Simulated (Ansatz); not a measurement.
## CaF2 under pressure

Computed with DFT PBE, scalar-relativistic, plane waves, PAW in Ansatz. Cutoff 420 eV, 8×8×8 k-points (Γ-centred), fixed occupations. No spin polarisation. Phonons by linear response, acoustic sum rule imposed.

Equilibrium structure at this level:
Space group Fm-3m (No. 225). a = 5.511 Å, b = 5.511 Å, c = 5.511 Å, α = 90.00°, β = 90.00°, γ = 90.00°
```csv
atom,site,symmetry,x,y,z
Ca,4a,m-3m,0.0000,0.0000,0.0000
F,8c,-43m,0.2500,0.7500,0.7500
```

Question: The cell is relaxed again at -1 and 1 and 3 and 4 and 6 and 8 and 12 and 15 and 16 and 25 and 30 and 50 GPa. How do volume, gap and optical modes at Γ (cm⁻¹, counted from the lowest optical one; a degenerate one stands once) change?

Answer:
```csv
,0 GPa,-1 GPa,1 GPa,3 GPa,4 GPa,6 GPa,8 GPa,12 GPa,15 GPa,16 GPa,25 GPa,30 GPa,50 GPa
V/V0,1.000,1.013,0.988,0.965,0.955,0.936,0.918,0.888,0.868,0.862,0.815,0.794,0.728
gap (eV),7.14,7.07,7.22,7.35,7.42,7.54,7.66,7.87,8.01,8.06,8.43,8.61,8.89
"ε∞, mean",2.26,2.26,2.27,2.29,2.29,2.31,2.32,2.34,2.36,2.36,2.41,2.43,2.50
mode 1,228,220,236,252,259,272,285,308,323,328,368,388,454
mode 4,306,300,312,323,328,339,348,366,379,383,416,432,489
```